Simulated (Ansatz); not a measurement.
Mg$_{2}$Si (Fm-3m), phonons: input and output

Method: r²SCAN, PAW on Ansatz 0.2.0's default frozen-core files (fitted under PBE), scalar-relativistic.

Cell and atoms were relaxed beforehand by PAW with this functional.

Command line:

```sh
ansatz run input.yaml --threads 2 --pin off --max-ram 6144MiB --backend cpu --events-out ev --progress --plain --runs-dir out
```

input.yaml:

```yaml
crystal:
  lattice:
    - [0.0, 3.16918242126, 3.16918242126]
    - [3.16918242126, 0.0, 3.16918242126]
    - [3.16918242126, 3.16918242126, 0.0]
  atoms:
    - { symbol: Mg, position: [0.25, 0.25, 0.25] }
    - { symbol: Mg, position: [0.75, 0.75, 0.75] }
    - { symbol: Si, position: [0.0, 0.0, 0.0] }
kpoints:
  mp_grid: { grid: [6, 6, 6] }
scf:
  occupations: { method: fixed }
hamiltonian:
  xc: r2scan
  pseudopotentials: { kind: paw }
phonons:
  method: dfpt
  dielectric: true
  rigid_motions: translations
```

The program printed:

```
Warning: RAYON_NUM_THREADS=2 ignored (pool sized by the plan → 2); use --threads N
Engine: ansatz 0.2.0, aarch64-unknown-linux-gnu
Pseudopotentials: kind: paw
Pseudopotential: Mg, paw, valence charge 10, recommended cutoff 500 eV (meta_gga), Mg.paw.azcp
Pseudopotential: Si, paw, valence charge 4, recommended cutoff 500 eV (meta_gga), Si.paw.azcp
Functional definition: r2SCAN
  parameter k0 = 0.174
  parameter k1 = 0.065
  parameter a1 = 4.9479
  exchange = r2scan_x(k0 = k0, k1 = k1, a1 = a1)
  correlation = r2scan_c
Crystal: 3 atoms, lattice volume = 63.661 Å³
Basis set: ecut = 500 eV, 1639 PW (Γ), exchange–correlation on 180×180×180 points (125 copies of the dense FFT grid, shifted against one another)
Bands: 16, of which v1, the nominal top of the filled ones, is band 12 counted from 1 (11 counted from 0)
Symmetry: 48 space group operations
k-points: 46 of 216 (irreducible under 4 space group operations, time reversal used)
Non-local potential: Mg, projectors of the file, l = 0: 3, l = 1: 2, l = 2: 1
Non-local potential: Si, projectors of the file, l = 0: 2, l = 1: 2, l = 2: 2
PAW form: soft (Blöchl's): semilocal exchange-correlation on the pseudo side does not see the compensation charge
PAW frozen core: Mg, regenerated for the run's functional (the file was generated under x = pbe(κ = 0.804, μ = 0.2195149727645171), c = pbe(β = 0.06672455060314922))
PAW frozen core: Si, regenerated for the run's functional (the file was generated under x = pbe(κ = 0.804, μ = 0.2195149727645171), c = pbe(β = 0.06672455060314922))
PAW one-centre angular grid: Mg, 302 points (default); XC on 224 Gauss nodes
PAW one-centre angular grid: Si, 302 points (default); XC on 160 Gauss nodes
Initial density: superposition of atomic densities (neutral atoms: chi_scale 0, normalization atom), corrected by the library's trained network
Initial wavefunctions: pseudopotential atomic-orbital guess
Functional: x = r2scan, c = r2scan; τ floored in thin density (d = 2e-4 eV/Å³)
SCF iter   1: F=—  HF=-4492.450642 eV  |F-HF|=—  |Δ(HF+E_count)|=         —  Δρ=6.77e-3  dr2=2.13e-2  dr2_τ=5.11e-3  ethr=1.77e-3  ⟨swp⟩=4.9  Hψ=3671  notcnv=0  defer=77
preconditioner: auto → none  [insulator: Δε(μ)=0.313 eV  Ē_g=7.565 eV  n_scr=14 (ndim 8)  ℏωp=13.2 eV  f_vac=0.011  ε∞_Penn≈4.0]
SCF iter   2: F=—  HF=-4492.473806 eV  |F-HF|=—  |Δ(HF+E_count)|=   2.32e-2  Δρ=2.03e-3  dr2=1.61e-3  dr2_τ=6.12e-5  ethr=8.87e-5  ⟨swp⟩=3.0  Hψ=1856  notcnv=0  defer=84
SCF iter   3: F=—  HF=-4492.473930 eV  |F-HF|=—  |Δ(HF+E_count)|=   1.24e-4  Δρ=6.92e-4  dr2=2.20e-4  dr2_τ=3.66e-6  ethr=6.69e-6  ⟨swp⟩=3.0  Hψ=1388  notcnv=0  defer=84
SCF iter   4: F=—  HF=-4492.474004 eV  |F-HF|=—  |Δ(HF+E_count)|=   7.40e-5  Δρ=1.02e-4  dr2=5.87e-6  dr2_τ=9.22e-8  ethr=9.18e-7  ⟨swp⟩=3.0  Hψ=1382  notcnv=0  defer=81
SCF iter   5: F=—  HF=-4492.474007 eV  |F-HF|=—  |Δ(HF+E_count)|=   2.71e-6  Δρ=7.10e-6  dr2=1.46e-8  dr2_τ=9.31e-10  ethr=2.45e-8  ⟨swp⟩=2.1  Hψ=938  notcnv=0
SCF iter   6: F=—  HF=-4492.474007 eV  |F-HF|=—  |Δ(HF+E_count)|=   2.51e-8  Δρ=9.66e-7  dr2=1.14e-9  dr2_τ=1.92e-11  ethr=6.08e-11  ⟨swp⟩=2.0  Hψ=1276  notcnv=0
[... 10 lines left out ...]
Eigensolver: Dense (60 Hₖ)
SCF iter   1: F=—  HF=-4492.483740 eV  |F-HF|=—  |Δ(HF+E_count)|=         —  Δρ=3.37e-4  dr2=1.75e-4  dr2_τ=1.14e-6  ethr=1.00e-1
preconditioner: auto → none  [insulator: Δε(μ)=0.612 eV  Ē_g=5.847 eV  n_scr=14 (ndim 8)  ℏωp=13.2 eV  f_vac=0.007  ε∞_Penn≈6.1]
SCF iter   2: F=—  HF=-4492.483702 eV  |F-HF|=—  |Δ(HF+E_count)|=   3.80e-5  Δρ=1.05e-4  dr2=6.65e-6  dr2_τ=2.21e-7  ethr=7.31e-7
SCF iter   3: F=—  HF=-4492.483706 eV  |F-HF|=—  |Δ(HF+E_count)|=   3.71e-6  Δρ=4.79e-5  dr2=1.32e-6  dr2_τ=7.38e-9  ethr=2.77e-8
SCF iter   4: F=-4492.483707 eV  HF=-4492.483707 eV  |F-HF|=4.95e-9  |Δ(HF+E_count)|=   5.54e-7  Δρ=2.76e-6  dr2=1.04e-8  dr2_τ=6.38e-11  ethr=5.48e-9
SCF 1 converged in 4 iterations: F = -4492.483707 eV  dr2 = 1.04e-8
  greatest PAW one-centre occupation: 1.000 electrons in one spin orbital (limit 2), on the Mg atom at site 0 (counted from 0), in its partial waves of l = 0
DFPT response loops at Γ: mixed as the last ones told, above
WARN: field response: ε∞ stands inside a basis, on 8×8×8 points; the force constants stand on the 6×6×6 k-mesh, whose period is 9.94 times the interband length at k = (0.0000, -0.5000, -0.5000), direct gap 2.478 eV, under 14: ...
SCF converged after 7 iterations
Free energy (F): -4492.474007 eV
Harris-Foulkes:  -4492.474007 eV  (|F-HF|=9.09e-13)
Internal energy: -4492.474007 eV  (E = F + TS)
E sigma→0 (E₀):  -4492.474007 eV
Fermi energy:    5.867201 eV
--- Per-component energies (eV) ---
  E_band       = -732.530391
  E_kinetic    = 190.155069
  E_local      = -3397.509990  (includes V_loc(G=0)·N_el)
  E_nonlocal   = 216.576167
  E_hartree    = 1234.016339
  E_xc         = -105.302327
  E_vxc        = -127.520210  (∫ρ·V_xc dr)
  E_paw        = -1112.036138  (= ΣΔE_a)
  E_vpaw       = -89.110902  (= ΣTr[D̂ρ^β])
  E_aug_tail   = 0.000002  (compensation charges beyond the density's cutoff)
  E_vtau       = 6.846851  (kinetic-family band-sum trace: ∫τ·v_τ [+ j·A + Jᵃ·Aᵃ] dr)
  E_ewald      = -1518.244280
  E_core_change = -0.128849  (= ΣΔE_core)
  E_smearing   = -0.000000  (= −TS)
  E_closure    = 0.000000  (closes the sum)
  Σ components = -4492.474007   (vs F -4492.474007, Δ=0.00e0)
  k mesh reduced under 4 symmetry operations, with k and −k counted as one. Each operation leaves every solved perturbation unchanged. A smaller set is not considered because the functional reads the kinetic-energy density
  ASR residual: 2.984e-4 → 0.000e0 eV/Å²; symmetrization residual: 3.396e-6 eV/Å²
  ASR residual per site (eV/Å²): 2.98e-4 2.98e-4 1.56e-4
  Γ frequencies (cm⁻¹): 0.00 0.00 0.00 264.53 264.53 264.53 283.93 283.93 283.93
  ε∞ (high-frequency dielectric tensor):
       12.767817     0.000000    -0.000000
        0.000000    12.767817    -0.000000
       -0.000000    -0.000000    12.767817
  ε⁰ (static dielectric tensor: ions relaxed, cell fixed):
       19.735201    -0.000000     0.000000
       -0.000000    19.735201     0.000000
        0.000000     0.000000    19.735201
  ε⁰ − ε∞ (ionic part):
        6.967385    -0.000000     0.000000
       -0.000000     6.967385     0.000000
        0.000000     0.000000     6.967385
  softest optical mode at Γ: 264.53 cm⁻¹; the repairs (sum rule, projections) moved no ω² at Γ by more than (1.92 cm⁻¹)²
  Born effective charges Z* (e; rows j = field, columns β = displacement):
    site 0:
         1.79826   -0.00000    0.00000
        -0.00000    1.79826    0.00000
        -0.00000    0.00000    1.79826
    site 1:
         1.79826   -0.00000    0.00000
        -0.00000    1.79826   -0.00000
        -0.00000    0.00000    1.79826
    site 2:
        -3.59652    0.00000   -0.00000
         0.00000   -3.59652    0.00000
         0.00000   -0.00000   -3.59652
  Z* charge neutrality: 3.001e-3 e pre-enforcement
  solved inside a basis spanned on kpoints, on 8×8×8 k-points, its susceptibility summed on 10×10×10: ε∞ is read to err by 4.1e-2, Z* by 1.6e-2 e (field_mesh: kpoints solves on kpoints); Z* is corrected for what the basis lacks
  optical modes at Γ without the LO–TO term, one row a degenerate level:
      ω (cm⁻¹)  modes    IR ((D/Å)²/amu)
        264.53      3             0.0000
        283.93      3            50.2938
  optical modes at Γ + LO–TO along q̂ = [1.0000, 0.0000, 0.0000]:
      ω (cm⁻¹)  modes    IR ((D/Å)²/amu)
        264.53      3             0.0000
        283.93      2            33.5292
        352.99      1            16.7646
  optical modes at Γ + LO–TO along q̂ = [0.0000, 1.0000, 0.0000]:
      ω (cm⁻¹)  modes    IR ((D/Å)²/amu)
        264.53      3             0.0000
        283.93      2            33.5292
        352.99      1            16.7646
  optical modes at Γ + LO–TO along q̂ = [0.0000, 0.0000, 1.0000]:
      ω (cm⁻¹)  modes    IR ((D/Å)²/amu)
        264.53      3             0.0000
        283.93      2            33.5292
        352.99      1            16.7646
```

The run converged.

Field response:

Linear response of an insulating crystal by Kohn-Sham DFT to a field and to zone-centre displacements, local fields included; Born charges neutralised; LO modes for wave vectors along x and z; Cartesian axes as in the input.

```json
{
 "Dielectric electronic (x, y, z)": "12.77, 12.77, 12.77",
 "Dielectric static (x, y, z)": "19.74, 19.74, 19.74",
 "Highest phonon with field along x": "353 cm⁻¹",
 "Highest phonon with field along z": "353 cm⁻¹",
 "Highest phonon without field": "283.9 cm⁻¹"
}
```

```csv
atom,born charge xx (e),born charge yy (e),born charge zz (e)
Mg1,1.798,1.798,1.798
Mg2,1.798,1.798,1.798
Si3,-3.597,-3.597,-3.597
```

**Zone-centre phonons**

Harmonic phonons of a crystal by Kohn-Sham DFT at the given cell, standard atomic masses, acoustic sum rule imposed; negative wavenumbers are unstable modes; optical zone-centre levels upwards with Mulliken labels, activity, and the element with most of the kinetic energy.

```
Point group : m-3m
```

```csv
number,phonon wavenumber (cm⁻¹),label,infrared,raman,lead element
1,264.5,T2g,no,yes,Mg
2,283.9,T1u,yes,no,Si
```

Keep in mind: frozen-core PAW files fitted under PBE, their cores solved anew for the functional of the run; zone-boundary modes aren't tested; field response not resolved by the mesh; no LO-TO term at the zone centre.

Time and hardware: 100 s on 2 threads of Arm Neoverse V1 (shared host), peak memory 1.7 GiB.
